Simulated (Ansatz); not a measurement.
# Ni8HO (Nickel): the cost of one run

Method: DFT PBE+D3(BJ), scalar-relativistic, plane waves, PAW, in Ansatz 0.2.0.

## (1) Starting point

It takes space group P1 (No. 1, triclinic). Conventional cell: a = 2.459 Å, b = 4.260 Å, c = 25.904 Å, α = 90.00°, β = 90.00°, γ = 90.00°. Ni (site symmetry 1) is surrounded by 9 Ni at 2.46 Å. Ni (site symmetry 1) is surrounded by 12 Ni at 2.46 Å. Ni (site symmetry 1) is surrounded by 1 O at 1.90 Å. Only part of the 10 independent sites is listed.

As a file:

```
CELL_PARAMETERS angstrom
4.91890 0.00000 0.00000
-1.22972 2.12995 0.00000
0.00000 0.00000 25.90440
ATOMIC_POSITIONS crystal
Ni 0.33333 0.33333 0.32813
Ni 0.83333 0.33333 0.32813
Ni 0.66667 0.66667 0.40565
Ni 0.16667 0.66667 0.40565
Ni 0.00000 0.00000 0.48317
Ni 0.50000 0.00000 0.48317
Ni 0.33333 0.33333 0.56069
Ni 0.83333 0.33333 0.56069
O 0.33333 0.33333 0.63404
H 0.41678 0.49136 0.66801
```

## (2) OH put at a top Ni site

Contents of input.yaml:

```yaml
crystal:
  lattice:
    - [4.9188979732, 0.0, 0.0]
    - [-1.2297244933, 2.1299453017, 0.0]
    - [0.0, 0.0, 25.9043950656]
  atoms:
    - { symbol: Ni, position: [0.3333333333, 0.3333333333, 0.3281296467], spin: 0.77 }
    - { symbol: Ni, position: [0.8333333333, 0.3333333333, 0.3281296467], spin: 0.77 }
    - { symbol: Ni, position: [0.6666666667, 0.6666666667, 0.4056505339], spin: 0.77 }
    - { symbol: Ni, position: [0.1666666667, 0.6666666667, 0.4056505339], spin: 0.77 }
    - { symbol: Ni, position: [0.0, 0.0, 0.4831714211], spin: 0.77 }
    - { symbol: Ni, position: [0.5, 0.0, 0.4831714211], spin: 0.77 }
    - { symbol: Ni, position: [0.3333333333, 0.3333333333, 0.5606923083], spin: 0.77 }
    - { symbol: Ni, position: [0.8333333333, 0.3333333333, 0.5606923083], spin: 0.77 }
    - { symbol: O, position: [0.3333333333, 0.3333333333, 0.6340389352], spin: 1.0 }
    - { symbol: H, position: [0.4167774729, 0.4913587286, 0.6680100046] }
basis:
  ecutwfc: 420
kpoints:
  mp_grid: { grid: [7, 13, 1] }
hamiltonian:
  xc: pbe
  dispersion: d3bj
scf:
  occupations: { method: gaussian, width: 0.1 }
output:
  forces: true
  eigenvalues: true
  populations: true
  write_density: true
  write_potential: true
  elf: true
  volumetric_format: npy
magnetization:
  spin_polarized: true
relax:
  adjacent_minimum: "off"
  f_tol: 0.03
  max_steps: 70
  constraints: [{ sites: [0, 1, 2, 3] }]
efield:
  axis: 3
  dipole_correction: true
```

The run is started by

```bash
ansatz run input.yaml --threads 8 --pin off --max-ram 22528MiB --backend cpu --events-out ev --progress --plain --runs-dir out
```

What time and memory should one allow on 8 threads of Arm Neoverse V2, shared host?

About 14 min, with a peak of 2.9 GiB.
